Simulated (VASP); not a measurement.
Write the native input for VASP 6.6.1 that does the following.

```yaml
Task: band structure
Functional: LDA
Potentials_or_basis: VASP PAW LDA potentials, release 64 (Sn_d, O)
Cutoff: 520 eV
k_mesh: 5 × 5 × 5
Occupations: fermi-dirac, width 0.05 eV
Spin: no spin polarisation
Further_INCAR_settings: ALGO = Fast; EDIFF = 1e-06
```

The structure of SnO2 lies in POSCAR:

```
SnO2
1.0
   -3.2488970000      3.4144700000      3.4140210000
    3.2488970000     -3.4144700000      3.4140210000
    3.2488970000      3.4144700000     -3.4140210000
Sn O
4 8
Direct
    0.5000000000      0.0000000000      0.0000000000
    0.5000000000      0.5000000000      0.5000000000
    0.0035990000      0.7535990000      0.2500000000
    0.9964010000      0.2464010000      0.7500000000
    0.8064960000      0.8037740000      0.4972780000
    0.8064960000      0.3092180000      0.0027220000
    0.3024350000      0.2459400000      0.0564950000
    0.6894450000      0.2459400000      0.4435050000
    0.3105550000      0.7540600000      0.5564950000
    0.1935040000      0.6907820000      0.9972780000
    0.6975650000      0.7540600000      0.9435050000
    0.1935040000      0.1962260000      0.5027220000
```

The cell is a database's computed one.

These files were run (other wordings do the same):

INCAR

```
SYSTEM = SnO2
ALGO = Fast
EDIFF = 1E-6
ENCUT = 520
ISIF = 2
ISMEAR = -1
LASPH = .True.
LCHARG = .False.
LREAL = .False.
LWAVE = .False.
NELM = 100
PREC = Accurate
SIGMA = 0.05
```

KPOINTS

```
k-points
0
Gamma
  5 5 5
  0 0 0
```

KPOINTS_OPT

```
path GXLTWRX1ZGYSW,L1Y,Y1Z
10
line-mode
reciprocal
 0.0000000000  0.0000000000  0.0000000000  G
 0.4763420746 -0.4763420746 -0.4763420746  X

 0.4763420746 -0.4763420746 -0.4763420746  X
 0.4762763294 -0.4764078199 -0.4762763294  L

 0.4762763294 -0.4764078199 -0.4762763294  L
 0.0000000000 -0.5000000000  0.0000000000  T

 0.0000000000 -0.5000000000  0.0000000000  T
-0.2500000000 -0.2500000000 -0.2500000000  W

-0.2500000000 -0.2500000000 -0.2500000000  W
 0.0000000000  0.0000000000 -0.5000000000  R

 0.0000000000  0.0000000000 -0.5000000000  R
-0.4763420746  0.4763420746 -0.5236579254  X1

-0.4763420746  0.4763420746 -0.5236579254  X1
-0.5000000000  0.5000000000 -0.5000000000  Z

-0.5000000000  0.5000000000 -0.5000000000  Z
 0.0000000000  0.0000000000  0.0000000000  G

 0.0000000000  0.0000000000  0.0000000000  G
-0.4999342547 -0.4999342547  0.4999342547  Y

-0.4999342547 -0.4999342547  0.4999342547  Y
-0.5000000000  0.0000000000  0.0000000000  S

-0.5000000000  0.0000000000  0.0000000000  S
-0.2500000000 -0.2500000000 -0.2500000000  W

-0.4762763294 -0.5235921801  0.4762763294  L1
-0.4999342547 -0.4999342547  0.4999342547  Y

-0.5000657453  0.4999342547 -0.4999342547  Y1
-0.5000000000  0.5000000000 -0.5000000000  Z
```

Potentials or basis: VASP PAW LDA potentials, release 64 (Sn_d, O).

Run with:

```sh
$ cat potpaw_LDA.64/Sn_d/POTCAR potpaw_LDA.64/O/POTCAR > POTCAR
$ mpirun -np 1 vasp_std > vasp.out
```

It gave:

| Item | Value |
| --- | --- |
| Pressure | -10.6 GPa |
| Largest force | 0.126 eV/Å |
| Band gap on the k mesh | 0.51 eV |
| Band gap along the path | 0.51 eV |

Caveat: spin-orbit coupling is left out, which moves the levels of the heavy elements.

It took 36 min on 1 thread of Intel(R) Xeon(R) Platinum 8375C CPU @ 2.90GHz (Ice Lake), on a shared host, peak memory 0.44 GiB.
